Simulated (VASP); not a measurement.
# TiN (Fm-3m) in VASP: further runs

Runs on TiN. Level: PBE+D3(BJ). Tasks: relaxation of cell and atoms.

Program: VASP 6.6.1. These are calculated values, not measurements. Logs are shortened: lines on timing, memory, paths and dates and some standing lists are left out, and cuts for length are marked.

## Step 1: The structure

The structure is cubic, space group Fm-3m (No. 225). The conventional cell has a = 4.238 Å, b = 4.238 Å, c = 4.238 Å, α = 90.00°, β = 90.00°, γ = 90.00°. Ti (site symmetry m-3m) is surrounded by 6 N at 2.12 Å. N (site symmetry m-3m) is surrounded by 6 Ti at 2.12 Å.

## Step 2: Relaxation of cell and atoms, PBE+D3(BJ)

File INCAR:

```
ALGO = Normal ; EDIFF = 1E-7
EDIFFG = -0.002 ; ENCUT = 520
GGA = PE ; IBRION = 2
ISIF = 3 ; ISMEAR = 0
IVDW = 12 ; LASPH = T
LCHARG = F ; LREAL = F
LWAVE = F ; NELM = 60
NSW = 80 ; PREC = Accurate
SIGMA = 0.02
```

File KPOINTS:

```
k-points
0
Gamma
  12 12 12
```

File POSCAR:

```
TiN
1.0
    0.0000000000      2.1190000000      2.1190000000
    2.1190000000      0.0000000000      2.1190000000
    2.1190000000      2.1190000000      0.0000000000
Ti N
1 1
Direct
    0.0000000000      0.0000000000      0.0000000000
    0.5000000000      0.5000000000      0.5000000000
```

Potentials or basis: VASP PAW PBE potentials, release 64 (Ti_sv, N).

Launch:

```bash
> cat potpaw_PBE.64/Ti_sv/POTCAR potpaw_PBE.64/N/POTCAR > POTCAR
> mpirun -np 1 vasp_std > vasp.out
```

OUTCAR:

```text
EDIFF = 1E-7
   EDIFFG = -0.002
   ENCUT = 520
   GGA = PE
   IBRION = 2
   ISIF = 3
   ISMEAR = 0
   IVDW = 12
   LASPH = T
   LREAL = F
   NELM = 60
   NSW = 80
   PREC = Accurate
 IVDW          = 12

 ion  position               nearest neighbor table
   1  0.000  0.000  0.000-   2 2.12   2 2.12   2 2.12   2 2.12   2 2.12   2 2.12
   2  0.500  0.500  0.500-   1 2.12   1 2.12   1 2.12   1 2.12   1 2.12   1 2.12

  LATTYP: Found a face centered cubic cell.
 ALAT       =     4.2380000000

  Lattice vectors:

 A1 = (   0.0000000000,   2.1190000000,   2.1190000000)
 A2 = (   2.1190000000,   0.0000000000,   2.1190000000)
 A3 = (   2.1190000000,   2.1190000000,   0.0000000000)

Analysis of symmetry for initial positions (statically):
=====================================================================
 Subroutine PRICEL returns:
 Original cell was already a primitive cell.

 Routine SETGRP: Setting up the symmetry group for a
 face centered cubic supercell.

 Subroutine GETGRP returns: Found 48 space group operations
 (whereof 48 operations were pure point group operations)
 out of a pool of 48 trial point group operations.

The static configuration has the point symmetry O_h .

Analysis of symmetry for dynamics (positions and initial velocities):
=====================================================================
 Subroutine PRICEL returns:
 Original cell was already a primitive cell.

 Routine SETGRP: Setting up the symmetry group for a
 face centered cubic supercell.

 Subroutine GETGRP returns: Found 48 space group operations
 (whereof 48 operations were pure point group operations)
 out of a pool of 48 trial point group operations.

The dynamic configuration has the point symmetry O_h .

 Subroutine INISYM returns: Found 48 space group operations
 (whereof 48 operations are pure point group operations),
 and found     1 'primitive' translations

----------------------------------------------------------------------------------------

                                     Primitive cell

  volume of cell :      19.0293

  direct lattice vectors                    reciprocal lattice vectors
     0.000000000  2.119000000  2.119000000    -0.235960359  0.235960359  0.235960359
     2.119000000  0.000000000  2.119000000     0.235960359 -0.235960359  0.235960359
     2.119000000  2.119000000  0.000000000     0.235960359  0.235960359 -0.235960359

  length of vectors
     2.996718539  2.996718539  2.996718539     0.408695330  0.408695330  0.408695330

  position of ions in fractional coordinates (direct lattice)
     0.000000000  0.000000000  0.000000000
[... 77 lines left out ...]
   NELM   =     60;   NELMIN=  2; NELMDL= -5     # of ELM steps
   EDIFF  = 0.1E-06   stopping-criterion for ELM
   LREAL  =      F    real-space projection
   EDIFFG = -.2E-02   stopping-criterion for IOM
   NSW    =     80    number of steps for IOM
   IBRION =      2    ionic relax: 0-MD 1-quasi-New 2-CG
   NFREE  =      1    steps in history (QN), initial steepest desc. (CG)
   ISIF   =      3    stress and relaxation
   ISYM   =      2    0-nonsym 1-usesym 2-fastsym
   POTIM  = 0.5000    time-step for ionic-motion
   TEBEG  =    0.0;   TEEND  =   0.0 temperature during run
   PSTRESS=    0.0 pullay stress
   NELECT =      17.0000    total number of electrons
   NUPDOWN=      -1.0000    fix difference up-down
   EMIN   =  10.00;   EMAX   =-10.00  energy-range for DOS
   EFERMI =   0.00;   METHOD = LEGACY
   ISMEAR =     0;   SIGMA  =   0.02  broadening in eV -4-tet -1-fermi 0-gaus
   EFERMI_NEDOS =   21; number of points for ismear=-14 and -15
   IALGO  =     38    algorithm
   IMIX   =      4    mixing-type and parameters
     AMIX     =   0.40;   BMIX     =  1.00
     AMIX_MAG =   1.60;   BMIX_MAG =  1.00
  volume/ion in A,a.u.               =       9.51        64.21
  Fermi-wavevector in a.u.,A,eV,Ry     =   1.576704  2.979539 33.824024  2.485996
  Thomas-Fermi vector in A             =   2.677497
   LORBIT       =      0    0 simple, 1 ext, 2 COOP (PROOUT), +10 PAW based schemes
   GGA     = PE    functional components
   LHFCALC =     F    Hartree Fock is set to
   AEXX    =    0.0000 exact exchange contribution
   IVDW    =    12    specifies the selected vdW correction
   LEPSILON=     F    determine dielectric tensor
   LRPA    =     F    only Hartree local field effects (RPA)
 conjugate gradient relaxation of ions
 non-spin polarized calculation
 Gauss-broadening in eV      SIGMA  =   0.02
  energy-cutoff  :      520.00
  volume of cell :       19.03
 maximum number of plane-waves:       532
 NGX is ok and might be reduce to    24
   NGX = 11   NGY = 11   NGZ = 11

--------------------------------------- Ionic step        1  -------------------------------------------

 number of electron      17.0000002 magnetization

 Free energy of the ion-electron system (eV)
  ---------------------------------------------------
  ext. energy  EPLUGINS =         0.00000000
  ---------------------------------------------------
  free energy    TOTEN  =       -19.63652477 eV

  energy without entropy =      -19.63611624  energy(sigma->0) =      -19.63632050

------------------------ aborting loop because EDIFF is reached ----------------------------------------

 Edisp (eV)   -0.93868

 E8    (eV) :    -0.3962
[... 71 lines left out ...]
--------------------------------------- Ionic step        3  -------------------------------------------

 number of electron      16.9999999 magnetization

 Free energy of the ion-electron system (eV)
  ---------------------------------------------------
  ext. energy  EPLUGINS =         0.00000000
  ---------------------------------------------------
  free energy    TOTEN  =       -19.62320804 eV

  energy without entropy =      -19.62280275  energy(sigma->0) =      -19.62300539

 E-fermi :  11.7204     XC(G=0): -13.1532

 val. band max:       11.7154033280   @ k =   0.5000   0.2500   0.0833
 cond. band min:      11.7255722892   @ k =   0.1667   0.0000   0.0000
 fundamental gap:      0.0101689612
 Fermi energy:        11.7203602095

 k-point     1 :       0.0000    0.0000    0.0000
  band No.  band energies     occupation
      1     -46.0661      2.00000
      2     -22.0272      2.00000
      3     -22.0272      2.00000
      4     -22.0272      2.00000
      5      -5.4741      2.00000
      6       9.7007      2.00000
      7       9.7007      2.00000
      8       9.7007      2.00000
      9      11.1369      2.00000
     10      11.1369      2.00000
     11      11.1369      2.00000
     12      12.3719      0.00000
[... 331 lines left out ...]
 k-point    24 :      -0.4167    0.1667    0.0000
  band No.  band energies     occupation
      1     -45.9481      2.00000
      2     -22.6533      2.00000
      3     -22.2092      2.00000
      4     -22.1116      2.00000
      5      -3.1316      2.00000
      6       4.1515      2.00000
      7       6.2345      2.00000
      8       6.3809      2.00000
      9      13.0793      0.00000
     10      13.4132      0.00000
     11      13.9494      0.00000
     12      16.3987      0.00000

 [... further k-points ...]

------------------------ aborting loop because EDIFF is reached ----------------------------------------

 Edisp (eV)   -0.95971

 E8    (eV) :    -0.4052
[... 25 lines left out ...]
  FREE ENERGIE OF THE ION-ELECTRON SYSTEM (eV)
  ---------------------------------------------------
  free  energy   TOTEN  =       -20.5829215502 eV

  energy  without entropy=      -20.5825162610  energy(sigma->0) =      -20.58271891

 reached required accuracy - stopping structural energy minimisation
```

OSZICAR:

```text
N       E                     dE             d eps       ncg     rms          rms(c)
DAV:   1     0.146112798242E+03    0.14611E+03   -0.90827E+03  1728   0.170E+03
DAV:   2    -0.110720276726E+02   -0.15718E+03   -0.15013E+03  1812   0.420E+02
DAV:   3    -0.241402334523E+02   -0.13068E+02   -0.12773E+02  2112   0.118E+02
[... 37 lines left out ...]
DAV:   8    -0.196231865053E+02   -0.21666E-04   -0.53747E-04  2144   0.195E-01    0.260E-02
DAV:   9    -0.196232067443E+02   -0.20239E-04   -0.43009E-05  2524   0.444E-02    0.221E-02
DAV:  10    -0.196232085945E+02   -0.18502E-05   -0.93877E-06  2060   0.275E-02    0.110E-02
DAV:  11    -0.196232081227E+02    0.47181E-06   -0.14248E-06  1976   0.127E-02    0.475E-03
DAV:  12    -0.196232080382E+02    0.84469E-07   -0.88878E-08   956   0.365E-03
   3 F= -.20582922E+02 E0= -.20582719E+02  d E =-.771604E-02
```

Run time: 32 s. Hardware: 1 thread of AMD EPYC 9R45 (Zen 5), shared host; peak memory 0.13 GiB.

Results:

| Quantity | Value |
| --- | --- |
| Free energy | -20.5829 eV |
| Relaxed volume | 9.31 Å³/atom |
| Relaxed cell | a = 2.976 Å, b = 2.976 Å, c = 2.976 Å, α = 60.00°, β = 60.00°, γ = 60.00° |
| Space group after relaxing (to 0.05 Å) | Fm-3m (No. 225) |
| Energy gained by relaxing | 3.9 meV/atom |
| Ionic steps | 3 |
| Pressure after relaxing | 0.0 GPa |
| Band gap on the k mesh | none (metal or under the smearing width) |
| Dispersion energy per atom | -0.480 eV |

The path:
```csv
step,energy change (eV),largest force (eV/Å),pressure (GPa),volume (Å³)
1,0.0000,0.0000,-6.02,19.03
2,0.0089,0.0000,9.71,18.06
3,-0.0077,0.0000,-0.02,18.63
```

Final structure:
```yaml
crystal:
  lattice:
    - [0.00000, 2.10403, 2.10403]
    - [2.10403, 0.00000, 2.10403]
    - [2.10403, 2.10403, 0.00000]
  atoms:
    - { symbol: Ti, position: [0.00000, 0.00000, 0.00000] }
    - { symbol: N, position: [0.50000, 0.50000, 0.50000] }
```

Caveat: pairwise dispersion overbinds metals, which lowers pressure and volume.

## Step 3: Relaxation of cell and atoms, PBE+D3(BJ)

This run uses another cell than the first one, of 9.31 Å³/atom, 0.979 times its volume.

INCAR is that of step 2.

KPOINTS is that of step 2.

File POSCAR:

```
TiN                                     
1.0
   -0.0000000000      2.1040283102      2.1040283102
    2.1040283102      0.0000000000      2.1040283102
    2.1040283102      2.1040283102      0.0000000000
  Ti              N             
     1     1
Direct
     0.0000000000000000    0.0000000000000000    0.0000000000000000
     0.5000000000000000    0.5000000000000000    0.5000000000000000
```

Potentials or basis: VASP PAW PBE potentials, release 64 (Ti_sv, N).

Launch:

```bash
> cat potpaw_PBE.64/Ti_sv/POTCAR potpaw_PBE.64/N/POTCAR > POTCAR
> mpirun -np 1 vasp_std > vasp.out
```

It took 18 s on 1 thread of AMD EPYC 9R45 (Zen 5), shared host; peak memory 0.13 GiB.

Results (log left out):

* Free energy: -20.5825 eV
* Relaxed volume: 9.31 Å³/atom
* Relaxed cell: a = 2.975 Å, b = 2.975 Å, c = 2.975 Å, α = 60.00°, β = 60.00°, γ = 60.00°
* Space group after relaxing (to 0.05 Å): Fm-3m (No. 225)
* Energy gained by relaxing: 0.0 meV/atom
* Ionic steps: 2
* Pressure after relaxing: 0.0 GPa
* Band gap on the k mesh: none (metal or under the smearing width)
* Dispersion energy per atom: -0.480 eV

Final structure:
```
Ti N
1.0
     0.00000    2.10379    2.10379
     2.10379    0.00000    2.10379
     2.10379    2.10379    0.00000
Ti N
1 1
Direct
  0.00000 0.00000 0.00000
  0.50000 0.50000 0.50000
```

Levels at points of the mesh, in eV from the Fermi level:
| k point | band 6 | band 7 | band 8 | band 9 | band 10 | band 11 | band 12 |
| --- | --- | --- | --- | --- | --- | --- | --- |
| (0.00, 0.00, 0.00) | -2.02 | -2.02 | -2.02 | -0.58 | -0.58 | -0.58 | 0.65 |
| (0.50, 0.00, 0.00) | -8.18 | -5.55 | -5.55 | 1.80 | 1.80 | 2.50 | 5.97 |
| (0.50, 0.50, 0.00) | -5.83 | -3.21 | -3.21 | -3.12 | 1.75 | 2.53 | 2.53 |

Caveat: pairwise dispersion overbinds metals, which lowers pressure and volume.
